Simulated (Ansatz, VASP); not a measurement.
One calculation of Mg, two programs

```
Mg
1.0
     3.17698    0.00000    0.00000
    -1.58849    2.75134    0.00000
     0.00000    0.00000    5.15075
Mg
2
Direct
  0.33333 0.66667 0.25000
  0.66667 0.33333 0.75000
```

Alike in both runs: functional PBEsol; k mesh 16 × 16 × 10; occupations gaussian, width 0.05 eV; no spin polarisation.

Ansatz relaxed the structure, and its values are those at the end. VASP's run is a single point on that final structure, the one shown.

|  | VASP | Ansatz |
| --- | --- | --- |
| version | VASP 6.6.1 | Ansatz 0.2.0 |
| potentials or method | VASP PAW PBE potentials, release 64 (Mg) | scalar-relativistic, plane waves, PAW |
| plane-wave cutoff (eV) | 520 | 420 |
| valence electrons in the cell | 4 | 20 |

|  | VASP | Ansatz | Ansatz less VASP |
| --- | --- | --- | --- |
| gap on the k mesh at the Fermi level (eV) | none | none | - |
| pressure (GPa) | 0.0 | 0.0 | +0.05 |

A gap of «none» marks a metal or a gap that the smearing closes. The two sets of potentials don't hold the same shells in valence.

Caveats: the PAW data sets were made with another functional, which shifts forces and pressure a little (VASP).
